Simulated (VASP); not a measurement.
## A VASP 6.6.1 single-point calculation on MoS2

INCAR

```
LASPH = .TRUE.
ENCUT = 520
PREC = Accurate
LWAVE = .FALSE.
EDIFF = 1E-7
NBANDS = 37
NSW = 0
ISIF = 2
GGA = PE
SIGMA = 0.02
LREAL = .FALSE.
ISMEAR = -1
LCHARG = .FALSE.
NELM = 120
IBRION = -1
```

KPOINTS

```
KPOINTS created by Atomic Simulation Environment
0
Gamma
15 15 5
0 0 0
```

POSCAR

```
Mo S
 1.0000000000000000
     3.1709589631696486    0.0000000000000000    0.0000000000000000
    -1.5854794815848243    2.7461310164628805    0.0000000000000000
     0.0000000000000000    0.0000000000000000    6.8100136477380895
 Mo  S
   1   2
Cartesian
  0.0000000000000000 -0.0000000000000001  0.0000000000000000
  0.0000000000000001  1.8307540109752536  1.5562807339152809
  0.0000000000000001  1.8307540109752536  5.2537329138228088
```

The recommended PBE PAW datasets give the neutral cell 26 valence electrons.

Command

```
mpirun -np 1 vasp_std
```

OSZICAR

```
N       E                     dE             d eps       ncg     rms          rms(c)
DAV:   1     0.186151449424E+03    0.18615E+03   -0.12028E+04  6018   0.656E+02
DAV:   2    -0.168162121874E+02   -0.20297E+03   -0.19385E+03  7165   0.207E+02
DAV:   3    -0.232715170850E+02   -0.64553E+01   -0.63927E+01  7309   0.350E+01
DAV:   4    -0.233191593929E+02   -0.47642E-01   -0.47633E-01  7022   0.319E+00
DAV:   5    -0.233197147033E+02   -0.55531E-03   -0.55530E-03  7059   0.343E-01    0.242E+01
DAV:   6    -0.222282779247E+02    0.10914E+01   -0.70237E+00  6767   0.107E+01    0.896E+00
DAV:   7    -0.219501622238E+02    0.27812E+00   -0.30015E+00  6308   0.603E+00    0.630E+00
DAV:   8    -0.218311860492E+02    0.11898E+00   -0.49441E-01  6724   0.268E+00    0.130E+00
DAV:   9    -0.218284534305E+02    0.27326E-02   -0.24263E-02  6851   0.603E-01    0.366E-01
DAV:  10    -0.218286663227E+02   -0.21289E-03   -0.47218E-04  6895   0.113E-01    0.169E-01
DAV:  11    -0.218288222038E+02   -0.15588E-03   -0.25462E-04  6614   0.592E-02    0.523E-02
DAV:  12    -0.218288439936E+02   -0.21790E-04   -0.31006E-05  6990   0.207E-02    0.248E-02
DAV:  13    -0.218288631305E+02   -0.19137E-04   -0.12965E-05  6538   0.147E-02    0.142E-02
DAV:  14    -0.218288643861E+02   -0.12556E-05   -0.12144E-06  7207   0.433E-03    0.477E-03
DAV:  15    -0.218288644891E+02   -0.10301E-06   -0.77311E-08  6288   0.119E-03    0.247E-03
DAV:  16    -0.218288645226E+02   -0.33471E-07   -0.21801E-08  5892   0.629E-04
   1 F= -.21828865E+02 E0= -.21828865E+02  d E =-.782928E-15
```

From OUTCAR

```
k-points           NKPTS =     81   k-points in BZ     NKDIM =     81   number of bands    NBANDS=     37

   NELECT =      26.0000    total number of electrons

   dimension x,y,z NGX =    24 NGY =   24 NGZ =   54
   dimension x,y,z NGXF=    48 NGYF=   48 NGZF=  108

  energy-cutoff  :      520.00
  volume of cell :       59.30
      direct lattice vectors                 reciprocal lattice vectors
     3.170958963  0.000000000  0.000000000     0.315362012  0.182074343  0.000000000
    -1.585479482  2.746131016  0.000000000     0.000000000  0.364148686  0.000000000
     0.000000000  0.000000000  6.810013648     0.000000000  0.000000000  0.146842584

 k-points in reciprocal lattice and weights: KPOINTS created by Atomic Simulation Env
   0.00000000  0.00000000  0.00000000       0.001
   0.06666667  0.00000000  0.00000000       0.005
   0.13333333 -0.00000000  0.00000000       0.005
   0.20000000  0.00000000  0.00000000       0.005
   0.26666667 -0.00000000  0.00000000       0.005
   0.33333333  0.00000000  0.00000000       0.005
   0.40000000 -0.00000000  0.00000000       0.005
   0.46666667  0.00000000  0.00000000       0.005
   ...

 E-fermi :   6.5529

 k-point     1 :       0.0000    0.0000    0.0000
  band No.  band energies     occupation
      1     -55.2379      2.00000
      2     -29.3897      2.00000
      3     -29.1713      2.00000
      4     -29.1713      2.00000
      5      -8.5676      2.00000
      6      -7.1369      2.00000
      7      -0.2919      2.00000
      8       2.9697      2.00000
      9       2.9697      2.00000
     10       4.1004      2.00000
     11       4.1004      2.00000
     12       4.4667      2.00000
     13       5.2573      2.00000
     14       8.4269      0.00000
     15       8.4269      0.00000
     16       8.6331      0.00000
     17       8.6331      0.00000
     18      11.7018      0.00000
     19      13.3890      0.00000
     20      14.8693      0.00000
     21      16.4476      0.00000
     22      16.4476      0.00000
     23      18.3325      0.00000
     24      18.7634      0.00000
     25      18.7634      0.00000
     26      21.7847      0.00000
     27      21.7873      0.00000
     28      21.7873      0.00000
     29      22.4488      0.00000
     30      22.4488      0.00000
     31      22.9819      0.00000
     32      23.0759      0.00000
     33      26.1639      0.00000
     34      26.4382      0.00000
     35      27.7583      0.00000
     36      27.7583      0.00000
     37      31.4101      0.00000

 ...

  Total        0.6169346      0.6169346      0.9763478      0.0000000      0.0000000      0.0000000
  in kB       16.6682443     16.6682443     26.3788139      0.0000000      0.0000000      0.0000000
  external PRESSURE =      19.9051009 kB  Pullay stress =       0.0000000 kB

 POSITION                                       TOTAL-FORCE (eV/Angst)
 -----------------------------------------------------------------------------------
      0.00000      0.00000      0.00000        -0.000000      0.000000      0.000000
      0.00000      1.83075      1.55628         0.000000     -0.000000      0.124049
      0.00000      1.83075      5.25373         0.000000      0.000000     -0.124049
 -----------------------------------------------------------------------------------
    total drift:                               -0.000000      0.000000     -0.000000

  FREE ENERGIE OF THE ION-ELECTRON SYSTEM (eV)
  ---------------------------------------------------
  free  energy   TOTEN  =       -21.8288645226 eV

  energy  without entropy=      -21.8288645226  energy(sigma->0) =      -21.82886452
```

It converged. Results: gap between bands v and c on the k mesh 1.32 eV; least direct gap on the k mesh 1.69 eV; pressure 2.0 GPa; largest force 0.12 eV/Å. Band v is the last that the valence electrons fill when counted band by band, and c is the next.

For comparison, a separate PBE run of the intended cell, on usual settings and not on those above, gives a gap of 1.28 eV on its mesh and a pressure of 2.0 GPa.

The run above took about 1.9 min on one core of a shared host (Intel Xeon Platinum 8488C) and held 0.25 GiB at most.
